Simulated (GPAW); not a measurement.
# TaN (Fm-3m) in GPAW: notebook

Runs on TaN. Level: PBEsol. Tasks: band structure.

Program: GPAW 26.7.0. These are calculated values, not measurements. Logs are shortened: lines on timing, memory, paths and dates and some standing lists are left out, and cuts for length are marked. The log counts tension as positive stress, the text compression.

## Step 1: The structure

It takes space group Fm-3m (No. 225, cubic). Conventional cell: a = 4.423 Å, b = 4.423 Å, c = 4.423 Å, α = 90.00°, β = 90.00°, γ = 90.00°. Around Ta (site symmetry m-3m) lie 6 N at 2.21 Å. N (site symmetry m-3m) has 6 Ta at 2.21 Å as nearest neighbours.

The cell comes from a database or a generator and needn't be the stable form of this composition.

## Step 2: Band structure, PBEsol

Input file run.py:

```python
from ase import Atoms
from ase.dft.bandgap import bandgap
from ase.io import write
from ase.units import GPa
from gpaw import GPAW, PW, setup_paths

setup_paths.insert(0, '.')

atoms = Atoms(['Ta', 'N'],
              cell=[[0.0, 2.211323, 2.211323],
                    [2.211323, 0.0, 2.211323],
                    [2.211323, 2.211323, 0.0]],
              scaled_positions=[[0.5, 0.5, 0.5],
                                [0.0, 0.0, 0.0]],
              pbc=True)

calc = GPAW(mode=PW(800),
            xc='PBEsol',
            kpts={'size': (10, 10, 10), 'gamma': True},
            occupations={'name': 'fermi-dirac', 'width': 0.05},
            nbands=19,
            convergence={'density': 1e-05, 'energy': 1e-05},
            maxiter=150,
            txt='gpaw.txt')
atoms.calc = calc
energy = atoms.get_potential_energy()
forces = atoms.get_forces()
stress = atoms.get_stress()
calc.write('gs.gpw')
write('result.traj', atoms)
print(f'Energy: {energy:.6f} eV')
print('Forces (eV/A):')
print(forces.round(4))
print('Stress (GPa):', (stress / GPa).round(3))
print('Fermi level:', round(calc.get_fermi_level(), 4), 'eV')
print(f'Gap: {bandgap(calc)[0]:.4f} eV, direct: {bandgap(calc, direct=True)[0]:.4f} eV')

path = atoms.cell.bandpath('GXWKGLUWLK,UX', npoints=100, eps=1e-4)
bs_calc = calc.fixed_density(kpts=path, symmetry='off', nbands=28,
                             convergence={'bands': 'CBM+6.0', 'eigenstates': 1e-6}, txt='bands.txt')
bs = bs_calc.band_structure()
bs.write('bs.json')
print(f'Gap on the path: {bandgap(bs_calc)[0]:.4f} eV')
```

Potentials or basis: PAW data sets generated in the run's folder for this functional, pw.

Launch:

```
$ gpaw-setup -f PBEsol N Ta
$ OMP_NUM_THREADS=1 python run.py
```

gpaw.txt:

```text
__  _  _
 | _ |_)|_||  |
 |__||  | ||/\| - 26.7.0

Input parameters:
  mode=PW(ecut=800.0),
  convergence={'density': 1e-05, 'energy': 1e-05},
  kpts=MonkhorstPack(size=(10, 10, 10), gamma=True),
  maxiter=150,
  nbands=19,
  occupations=Occupations(name='fermi-dirac', width=0.05),
  xc=XC(name='PBEsol')

Diagonalizing LCAO Hamiltonian
Converting LCAO to pw mode

              Ta

       N

Atoms  # Å, Bohr magnetons
|   | symbol |        x |        y |        z |    initial magnetic moments |
|---|--------|----------|----------|----------|-----------------------------|
| 0 |     Ta | 2.211323 | 2.211323 | 2.211323 | ( 0.0000,  0.0000,  0.0000) |
| 1 |      N | 0.000000 | 0.000000 | 0.000000 | ( 0.0000,  0.0000,  0.0000) |

Unit cell  # Å
| periodic |        x |        y |        z |  lengths |    angles |
|----------|----------|----------|----------|----------|-----------|
|      yes | 0.000000 | 2.211323 | 2.211323 | 3.127283 | 60.000000 |
|      yes | 2.211323 | 0.000000 | 2.211323 | 3.127283 | 60.000000 |
|      yes | 2.211323 | 2.211323 | 0.000000 | 3.127283 | 60.000000 |

Number of symmetries: 48
Symmetry operations  # r_c * U_cc + t_c -> r_c
|    | kind |            matrix            |
|----|------|------------------------------|
|  0 |  σ   |  1, 0, 0,  1, 0,-1,  1,-1, 0 |
|  1 |  C2  |  1, 0, 0,  1,-1, 0,  1, 0,-1 |
|  2 |  E   |  1, 0, 0,  0, 1, 0,  0, 0, 1 |
|  3 |  σ   |  1, 0, 0,  0, 0, 1,  0, 1, 0 |
|  4 |  C4  |  1, 0,-1,  1, 0, 0,  1,-1, 0 |
|  5 |  S6  |  1, 0,-1,  1,-1, 0,  1, 0, 0 |
|  6 |  σ   |  1, 0,-1,  0, 1,-1,  0, 0,-1 |
|  7 |  C3  |  1, 0,-1,  0, 0,-1,  0, 1,-1 |
|  8 |  S6  |  1,-1, 0,  1, 0, 0,  1, 0,-1 |
|  9 |  C4  |  1,-1, 0,  1, 0,-1,  1, 0, 0 |
| 10 |  C3  |  1,-1, 0,  0,-1, 1,  0,-1, 0 |
| 11 |  σ   |  1,-1, 0,  0,-1, 0,  0,-1, 1 |
| 12 |  σ   |  0, 1, 0,  1, 0, 0,  0, 0, 1 |
| 13 |  C4  |  0, 1, 0,  0, 1,-1, -1, 1, 0 |
| 14 |  C3  |  0, 1, 0,  0, 0, 1,  1, 0, 0 |
| 15 |  S6  |  0, 1, 0, -1, 1, 0,  0, 1,-1 |
| 16 |  C2  |  0, 1,-1,  1, 0,-1,  0, 0,-1 |
| 17 |  σ   |  0, 1,-1,  0, 1, 0, -1, 1, 0 |
| 18 |  S4  |  0, 1,-1,  0, 0,-1,  1, 0,-1 |
| 19 |  C4  |  0, 1,-1, -1, 1, 0,  0, 1, 0 |
| 20 |  C3  |  0, 0, 1,  1, 0, 0,  0, 1, 0 |
| 21 |  σ   |  0, 0, 1,  0, 1, 0,  1, 0, 0 |
| 22 |  S6  |  0, 0, 1,  0,-1, 1, -1, 0, 1 |
| 23 |  C4  |  0, 0, 1, -1, 0, 1,  0,-1, 1 |
| 24 |  S4  |  0, 0,-1,  1, 0,-1,  0, 1,-1 |
| 25 |  C3  |  0, 0,-1,  0, 1,-1,  1, 0,-1 |
| 26 |  C2  |  0, 0,-1,  0,-1, 0, -1, 0, 0 |
| 27 |  S6  |  0, 0,-1, -1, 0, 0,  0,-1, 0 |
| 28 |  S4  |  0,-1, 1,  1,-1, 0,  0,-1, 0 |
| 29 |  C4  |  0,-1, 1,  0, 0, 1, -1, 0, 1 |
| 30 |  C2  |  0,-1, 1,  0,-1, 0,  1,-1, 0 |
| 31 |  σ   |  0,-1, 1, -1, 0, 1,  0, 0, 1 |
| 32 |  C3  |  0,-1, 0,  1,-1, 0,  0,-1, 1 |
| 33 |  S6  |  0,-1, 0,  0, 0,-1, -1, 0, 0 |
| 34 |  S4  |  0,-1, 0,  0,-1, 1,  1,-1, 0 |
| 35 |  C2  |  0,-1, 0, -1, 0, 0,  0, 0,-1 |
| 36 |  C2  | -1, 1, 0,  0, 1, 0,  0, 1,-1 |
| 37 |  S6  | -1, 1, 0,  0, 1,-1,  0, 1, 0 |
| 38 |  S4  | -1, 1, 0, -1, 0, 1, -1, 0, 0 |
| 39 |  C3  | -1, 1, 0, -1, 0, 0, -1, 0, 1 |
| 40 |  S6  | -1, 0, 1,  0, 0, 1,  0,-1, 1 |
| 41 |  C2  | -1, 0, 1,  0,-1, 1,  0, 0, 1 |
| 42 |  C3  | -1, 0, 1, -1, 1, 0, -1, 0, 0 |
| 43 |  S4  | -1, 0, 1, -1, 0, 0, -1, 1, 0 |
| 44 |  C2  | -1, 0, 0,  0, 0,-1,  0,-1, 0 |
| 45 |  i   | -1, 0, 0,  0,-1, 0,  0, 0,-1 |
| 46 |  σ   | -1, 0, 0, -1, 1, 0, -1, 0, 1 |
| 47 |  C2  | -1, 0, 0, -1, 0, 1, -1, 1, 0 |

BZ-sampling:
  Number of BZ points: 1000
  Number of IBZ points: 47

  Monkhorst-Pack size: [10, 10, 10]
  Monkhorst-Pack shift: [0.05, 0.05, 0.05]

K-points  # in reciprocal-cell coordinates
|     |                                coordinates |     weight |
|-----|--------------------------------------------|------------|
|   0 | (  0.00000000,   0.00000000,   0.00000000) | 0.00100000 |
|   1 | (  0.10000000,   0.10000000,   0.00000000) | 0.00600000 |
|   2 | (  0.10000000,   0.10000000,   0.10000000) | 0.00800000 |
|   3 | (  0.20000000,   0.10000000,   0.10000000) | 0.01200000 |
|   4 | (  0.20000000,   0.20000000,   0.00000000) | 0.00600000 |
|   5 | (  0.20000000,   0.20000000,   0.10000000) | 0.02400000 |
|   6 | (  0.20000000,   0.20000000,   0.20000000) | 0.00800000 |
|   7 | (  0.30000000,   0.20000000,   0.10000000) | 0.02400000 |
|   8 | (  0.30000000,   0.20000000,   0.20000000) | 0.02400000 |
|   9 | (  0.30000000,   0.30000000,   0.00000000) | 0.00600000 |
| ... |                                            |            |
|  46 | (  0.50000000,   0.50000000,   0.50000000) | 0.00400000 |

Plane wave coefficients: 1139
Cutoff: 800.0 eV

Spin-components: 1 (collinear spins)
Bands:           19
Projectors:      11
Spin-degeneracy: 2
Datatype:        complex128

Parallelization:
  kpt:    1
  domain: 1
  band:   1

Density:
  Valence electrons: 18.0
  Components: 1
  Grid points: [21 21 21]
  Charge: 0.0  # |e|

Potential:
  Grid points: [21 21 21]

species:
  Ta:
    name:    Tantalum
    Z:       73.0
    valence: 13
    core:    60
    charge:  0.0  # [|e|]
    compensation charges:
      type: gauss
      rc: 0.42  # [Å]
      lmax: 2
    cutoffs:
      filter: 2.36  # [Å]
      core: 3.45  # [Å]
    projectors
    | kind |    occ | energy [eV] | rcut [Å] |
    |------|--------|-------------|----------|
    |   5s |  2.000 |     -72.818 |    1.365 |
    |   6s |  2.000 |      -5.457 |    1.365 |
    |   5p |  6.000 |     -39.444 |    1.349 |
    |   6p |  0.000 |      -1.369 |    1.349 |
    |   5d |  3.000 |      -3.632 |    1.307 |
    |    d |        |      23.579 |    1.307 |

    Using partial waves for Ta as LCAO basis

  N:
    name:    Nitrogen
    Z:       7.0
    valence: 5
    core:    2
    charge:  0.0  # [|e|]
    compensation charges:
      type: gauss
      rc: 0.18  # [Å]
      lmax: 2
    cutoffs:
      filter: 1.11  # [Å]
      core: 0.96  # [Å]
    projectors
    | kind |    occ | energy [eV] | rcut [Å] |
    |------|--------|-------------|----------|
    |   2s |  2.000 |     -18.455 |    0.603 |
    |   2p |  3.000 |      -7.035 |    0.529 |
    |    s |        |       8.756 |    0.603 |
    |    p |        |      20.177 |    0.529 |
    |    d |        |       0.000 |    0.577 |

    Using partial waves for N as LCAO basis

Reference energy: -425522.110399  # eV

eigensolver:
  PPCG
  Converge bands: occupied
  niter=2

density mixing:
  MSR1-Mixer
  Pratt-step length: 0.05
  Maximum mixing coefficient: 0.75
  Old densities: 10
  SVD Regularization: 0.005
  Good broyden scale: 1.0
  Trust region scale: 1.0
  Backstep threshold: 4.0
  History deletion threshold: 6.0
  Fourier metric: weight=20.0, sigma=0.015

occupation numbers:
  Fermi-Dirac:
    width: 0.0500  # eV

poisson solver:
  ecut: 6400.0  # eV

xc functional:
  name: PBEsol with 2 nearest neighbor stencil

convergence criteria:
- Maximum integral of absolute [dens]ity change: 1e-05 electrons / valence electron
- Maximum [total energy] change in last 3 cyles: 1e-05 eV / valence electron
- Maximum integral of absolute [eigenst]ate change: 4e-08 eV^2 / valence electron
maximum number of iterations: 150

SCF iterations
|iter     | |      energy | eigst |  dens |
|---------|-|-------------|-------|-------|
|iter:   1| |  -22.937576 | +0.25 |       |
|iter:   2| |  -22.454649 | -2.47 | -0.96 |
|iter:   3| |  -21.340432 | -1.59 | -1.03 |
|iter:   4| |  -21.345118 | -3.21 | -1.72 |
|iter:   5| |  -21.350877 | -3.49 | -1.93 |
|iter:   6| |  -21.350881 | -5.23 | -2.96 |
|iter:   7| |  -21.350881c| -6.84 | -3.66 |
|iter:   8| |  -21.350883c| -7.83c| -4.21 |
|iter:   9| |  -21.350882c| -8.31c| -5.06c|

Converged in 9 steps
Energy contributions relative to reference atoms: (reference = -425522.110399)

Energy contributions:
  Kinetic:          11.226143
  Coulomb:         -12.435685
  Zero:             -0.096399
  External:          0.000000
  Xc:              -20.041877
  Entropy:          -0.006130
  Spinorbit:         0.000000
  ----------------------------
  Free energy:     -21.353948
  Extrapolated:    -21.350882

dipole moment: (-10.972562, -10.972562, -10.972562)  # |e|*Ang

Fermi level: 15.112
Eigenvalues  # (at kpt = [0.000, 0.000, 0.000])
| band index |      eig [eV] | occ [0-2] |
|------------|---------------|-----------|
|          0 |       -54.240 |     2.000 |
|        ... |               |           |
|          3 |       -20.687 |     2.000 |
|          4 |        -3.512 |     2.000 |
|          5 |        11.348 |     2.000 |
|          6 |        11.348 |     2.000 |
|          7 |        11.348 |     2.000 |
|          8 |        13.018 |     2.000 |
[... 8 lines left out ...]
|         17 |        38.829 |     0.000 |
|         18 |        41.145 |     0.000 |

No gap
No difference between direct/indirect transitions

Forces  # eV/Ang
|        x |        y |       z |
|----------|----------|---------|
|  0.00000 |  0.00000 | 0.00000 |  # Ta   0
| -0.00000 | -0.00000 | 0.00000 |  # N    1

Stress tensor  # eV/Ang^3
|        x |        y |        z |
|----------|----------|----------|
| 0.069213 | 0.000000 | 0.000000 |
| 0.000000 | 0.069213 | 0.000000 |
| 0.000000 | 0.000000 | 0.069213 |

# Writing to gs.gpw (mode='')
```

Wall time 56 s (1 thread of Arm Neoverse V1, shared host); peak memory 0.26 GiB.

What came out:

| Quantity | Value |
| --- | --- |
| Free energy | -21.3539 eV |
| Pressure | -11.1 GPa |
| Band gap along the path | none (metal or under the smearing width) |

Levels at the corners of the path, in eV from the Fermi level:
| point | band 5 | band 6 | band 7 | band 8 | band 9 | band 10 | band 11 | band 12 | band 13 | band 14 |
| --- | --- | --- | --- | --- | --- | --- | --- | --- | --- | --- |
| Γ | -18.62 | -3.76 | -3.76 | -3.76 | -2.09 | -2.09 | -2.09 | 0.00 | 0.00 | 1.41 |
| X | -17.36 | -6.61 | -5.38 | -4.59 | -4.59 | 2.00 | 3.42 | 3.42 | 4.35 | 6.57 |
| W | -16.73 | -7.35 | -6.72 | -6.72 | -0.20 | -0.20 | 3.43 | 3.90 | 4.35 | 9.67 |
| K | -16.78 | -7.60 | -6.75 | -6.09 | -2.21 | 2.39 | 2.46 | 4.39 | 4.86 | 8.14 |
| Γ | -18.62 | -3.76 | -3.76 | -3.76 | -2.09 | -2.09 | -2.09 | 0.00 | 0.00 | 1.41 |
| L | -15.69 | -10.24 | -7.45 | -7.45 | 1.82 | 1.82 | 1.93 | 3.70 | 7.33 | 7.33 |
| U | -16.78 | -7.60 | -6.75 | -6.09 | -2.21 | 2.39 | 2.46 | 4.39 | 4.86 | 8.14 |
| W | -16.73 | -7.35 | -6.72 | -6.72 | -0.20 | -0.20 | 3.43 | 3.90 | 4.35 | 9.67 |
| L | -15.69 | -10.24 | -7.45 | -7.45 | 1.82 | 1.82 | 1.93 | 3.70 | 7.33 | 7.33 |
| K | -16.78 | -7.60 | -6.75 | -6.09 | -2.21 | 2.39 | 2.46 | 4.39 | 4.86 | 8.14 |
| U | -16.78 | -7.60 | -6.75 | -6.09 | -2.21 | 2.39 | 2.46 | 4.39 | 4.86 | 8.14 |
| X | -17.36 | -6.61 | -5.38 | -4.59 | -4.59 | 2.00 | 3.42 | 3.42 | 4.35 | 6.57 |

Caveat: spin-orbit coupling is left out, which moves the levels of the heavy elements.

## Step 3: Band structure, PBEsol, spin-orbit coupling, no magnetisation

Edit run.py of step 2 so:

```diff
@@ -1 +1,2 @@
+import numpy as np
 from ase import Atoms
@@ -5,2 +6,3 @@
 from gpaw import GPAW, PW, setup_paths
+from gpaw.spinorbit import soc_eigenstates
 
@@ -43 +45,7 @@
 print(f'Gap on the path: {bandgap(bs_calc)[0]:.4f} eV')
+
+soc = soc_eigenstates(bs_calc, theta=0, phi=0)
+np.savetxt('soc_bands.dat', soc.eigenvalues(), fmt='%.4f')
+mesh = soc_eigenstates('gs.gpw', theta=0, phi=0)
+np.savetxt('soc_mesh.dat', mesh.eigenvalues(), fmt='%.4f')
+print('Fermi level with spin-orbit coupling:', round(mesh.fermi_level, 4), 'eV')
```

Potentials or basis: PAW data sets generated in the run's folder for this functional, pw.

Launch:

```
$ gpaw-setup -f PBEsol N Ta
$ OMP_NUM_THREADS=1 python run.py
```

gpaw.txt:

```text
__  _  _
 | _ |_)|_||  |
 |__||  | ||/\| - 26.7.0

Input parameters:
  mode=PW(ecut=800.0),
  convergence={'density': 1e-05, 'energy': 1e-05},
  kpts=MonkhorstPack(size=(10, 10, 10), gamma=True),
  maxiter=150,
  nbands=19,
  occupations=Occupations(name='fermi-dirac', width=0.05),
  xc=XC(name='PBEsol')

Diagonalizing LCAO Hamiltonian
Converting LCAO to pw mode

              Ta

       N

Atoms  # Å, Bohr magnetons
|   | symbol |        x |        y |        z |    initial magnetic moments |
|---|--------|----------|----------|----------|-----------------------------|
| 0 |     Ta | 2.211323 | 2.211323 | 2.211323 | ( 0.0000,  0.0000,  0.0000) |
| 1 |      N | 0.000000 | 0.000000 | 0.000000 | ( 0.0000,  0.0000,  0.0000) |

Unit cell  # Å
| periodic |        x |        y |        z |  lengths |    angles |
|----------|----------|----------|----------|----------|-----------|
|      yes | 0.000000 | 2.211323 | 2.211323 | 3.127283 | 60.000000 |
|      yes | 2.211323 | 0.000000 | 2.211323 | 3.127283 | 60.000000 |
|      yes | 2.211323 | 2.211323 | 0.000000 | 3.127283 | 60.000000 |

Number of symmetries: 48
Symmetry operations  # r_c * U_cc + t_c -> r_c
|    | kind |            matrix            |
|----|------|------------------------------|
|  0 |  σ   |  1, 0, 0,  1, 0,-1,  1,-1, 0 |
|  1 |  C2  |  1, 0, 0,  1,-1, 0,  1, 0,-1 |
|  2 |  E   |  1, 0, 0,  0, 1, 0,  0, 0, 1 |
|  3 |  σ   |  1, 0, 0,  0, 0, 1,  0, 1, 0 |
|  4 |  C4  |  1, 0,-1,  1, 0, 0,  1,-1, 0 |
|  5 |  S6  |  1, 0,-1,  1,-1, 0,  1, 0, 0 |
|  6 |  σ   |  1, 0,-1,  0, 1,-1,  0, 0,-1 |
[... 162 lines left out ...]
  ecut: 6400.0  # eV

xc functional:
  name: PBEsol with 2 nearest neighbor stencil

convergence criteria:
- Maximum integral of absolute [dens]ity change: 1e-05 electrons / valence electron
- Maximum [total energy] change in last 3 cyles: 1e-05 eV / valence electron
- Maximum integral of absolute [eigenst]ate change: 4e-08 eV^2 / valence electron
maximum number of iterations: 150

SCF iterations
|iter     | |      energy | eigst |  dens |
|---------|-|-------------|-------|-------|
|iter:   1| |  -22.937576 | +0.25 |       |
|iter:   2| |  -22.454649 | -2.47 | -0.96 |
|iter:   3| |  -21.340432 | -1.59 | -1.03 |
|iter:   4| |  -21.345118 | -3.21 | -1.72 |
|iter:   5| |  -21.350877 | -3.49 | -1.93 |
|iter:   6| |  -21.350881 | -5.23 | -2.96 |
|iter:   7| |  -21.350881c| -6.84 | -3.66 |
|iter:   8| |  -21.350883c| -7.83c| -4.21 |
|iter:   9| |  -21.350882c| -8.31c| -5.06c|

Converged in 9 steps
Energy contributions relative to reference atoms: (reference = -425522.110399)

Energy contributions:
  Kinetic:          11.226143
  Coulomb:         -12.435685
  Zero:             -0.096399
  External:          0.000000
  Xc:              -20.041877
  Entropy:          -0.006130
  Spinorbit:         0.000000
  ----------------------------
  Free energy:     -21.353948
  Extrapolated:    -21.350882

dipole moment: (-10.972562, -10.972562, -10.972562)  # |e|*Ang

Fermi level: 15.112
Eigenvalues  # (at kpt = [0.000, 0.000, 0.000])
| band index |      eig [eV] | occ [0-2] |
|------------|---------------|-----------|
|          0 |       -54.240 |     2.000 |
|        ... |               |           |
|          3 |       -20.687 |     2.000 |
|          4 |        -3.512 |     2.000 |
|          5 |        11.348 |     2.000 |
|          6 |        11.348 |     2.000 |
|          7 |        11.348 |     2.000 |
|          8 |        13.018 |     2.000 |
[... 8 lines left out ...]
|         17 |        38.829 |     0.000 |
|         18 |        41.145 |     0.000 |

No gap
No difference between direct/indirect transitions

Forces  # eV/Ang
|        x |        y |       z |
|----------|----------|---------|
|  0.00000 |  0.00000 | 0.00000 |  # Ta   0
| -0.00000 | -0.00000 | 0.00000 |  # N    1

Stress tensor  # eV/Ang^3
|        x |        y |        z |
|----------|----------|----------|
| 0.069213 | 0.000000 | 0.000000 |
| 0.000000 | 0.069213 | 0.000000 |
| 0.000000 | 0.000000 | 0.069213 |

# Writing to gs.gpw (mode='')
```

stdout:

```text
Energy: -21.350882 eV
Forces (eV/A):
[[ 0.  0.  0.]
 [-0. -0.  0.]]
Stress (GPa): [11.089 11.089 11.089  0.     0.     0.   ]
Fermi level: 15.1124 eV
Gap: 0.0000 eV, direct: 0.0000 eV
Gap on the path: 0.0000 eV
Fermi level with spin-orbit coupling: 15.0963 eV
```

bands.txt:

```text
Diagonalizing LCAO Hamiltonian
Converting LCAO to pw mode
convergence criteria:
- Maximum integral of absolute [eigenst]ate change: 1e-06 eV^2 / valence electron
maximum number of iterations: 150

SCF iterations
|iter     | |      energy | eigst |  dens |
|---------|-|-------------|-------|-------|
|iter:   1| |             | +0.38 |       |
[... 104 lines left out ...]
         [0.375     , 0.375     , 0.75      ],
         [0.625     , 0.25      , 0.625     ],
         [0.60416667, 0.20833333, 0.60416667],
         [0.58333333, 0.16666667, 0.58333333],
         [0.5625    , 0.125     , 0.5625    ],
         [0.54166667, 0.08333333, 0.54166667],
         [0.52083333, 0.04166667, 0.52083333],
         [0.5       , 0.        , 0.5       ]])),
  maxiter=150,
  nbands=28,
  occupations=Occupations(name='fermi-dirac', width=0.05),
  symmetry=Symmetry(point_group=False, time_reversal=False),
  xc=XC(name='PBEsol')
```

Run time: 59 s. Hardware: 1 thread of Arm Neoverse V1, shared host; peak memory 0.33 GiB.

Results:

| Quantity | Value |
| --- | --- |
| Free energy | -21.3539 eV |
| Pressure | -11.1 GPa |
| Band gap along the path | none (metal or under the smearing width) |

Levels at the corners of the path, in eV from the Fermi level:
```tsv
point	band 16	band 17	band 18	band 19	band 20	band 21
Γ	-3.65	-2.24	-2.24	-2.24	-2.24	-1.85
X	-4.64	-4.27	-4.27	1.97	1.97	3.08
W	-6.28	-0.27	-0.27	-0.13	-0.13	3.24
K	-5.97	-2.20	-2.20	2.21	2.21	2.58
Γ	-3.65	-2.24	-2.24	-2.24	-2.24	-1.85
L	-7.39	1.67	1.67	1.74	1.74	2.17
U	-5.97	-2.20	-2.20	2.21	2.21	2.58
W	-6.28	-0.27	-0.27	-0.13	-0.13	3.24
L	-7.39	1.67	1.67	1.74	1.74	2.17
K	-5.97	-2.20	-2.20	2.21	2.21	2.58
U	-5.97	-2.20	-2.20	2.21	2.21	2.58
X	-4.64	-4.27	-4.27	1.97	1.97	3.08
```

Caveat: spin-orbit coupling was added after a scalar SCF, so levels and gaps hold it while energy, forces, pressure and moments don't; this program's spin-orbit splittings come out too wide for heavy elements.
